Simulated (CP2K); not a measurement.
**BN in CP2K: the effect of functional**

BN:

```xyz
4
Lattice="2.5539 0.0000 0.0000 -1.2770 2.2118 0.0000 0.0000 0.0000 4.2269" Properties=species:S:1:pos:R:3 pbc="T T T"
N     0.0000    1.4745    0.5295
N     1.2770    0.7373    2.6430
B     0.0000    1.4745    2.1123
B     1.2770    0.7373    4.2257
```

Measurements of this composition are mostly on another form, of space group No. 194.

Alike in all runs:

- Program: CP2K 2026.2
- Task: band structure
- Potentials or basis: POTENTIAL_UZH N GTH-PBE-q5, B GTH-PBE-q3; TZVP-MOLOPT-PBE-GTH basis
- Density cutoff: 9184 eV
- k mesh: 12 × 12 × 6
- Occupations: fermi-dirac, width 0.05 eV
- Spin: no spin polarisation

One run gave: gap on the mesh 5.85 eV; pressure 10.7 GPa. Which functional did it use?
A. LDA
B. WC
C. M06-L
D. PBE
E. vdW-DF2

E.

```tsv
functional	gap on the mesh (eV)	pressure (GPa)
PBE	5.24	0.7
LDA	4.90	-3.1
PBEsol	4.98	-2.4
vdW-DF2	5.85	10.7
WC	5.03	-2.2
optB88-vdW	5.43	1.1
M06-L	5.67	-2.7
```

Caveats: the basis of atomic orbitals isn't converged, which shifts pressures, moduli and gaps; the potentials were made for another functional, which shifts forces and pressure (some runs).

